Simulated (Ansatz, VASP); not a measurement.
## Two plane-wave programs on LiF

```xyz
2
Lattice="0.0000 1.9949 1.9949 2.0048 0.0000 1.9949 2.0048 1.9949 0.0000" Properties=species:S:1:pos:R:3 pbc="T T T"
Li    0.0000    0.0000    0.0000
F     2.0048    1.9949    1.9949
```

Change from the starting cell: uniaxial_x strain +0.5%.

Alike in both runs: task single point; functional r2SCAN; k mesh 10 × 10 × 10; no spin polarisation.

```csv
,VASP,Ansatz
version,VASP 6.6.1,Ansatz 0.2.0
potentials or method,"VASP PAW PBE potentials, release 64 (Li_sv, F)","plane waves, PAW"
plane-wave cutoff (eV),520,500
occupations,"gaussian, width 0.01 eV",fixed
valence electrons in the cell,10,10
```

VASP gave:

```
gap on the k mesh at the Fermi level (eV) : 10.50
```

Estimate Ansatz's values.

gap on the k mesh at the Fermi level (eV): 10.27.

 A k mesh can miss the band edges.
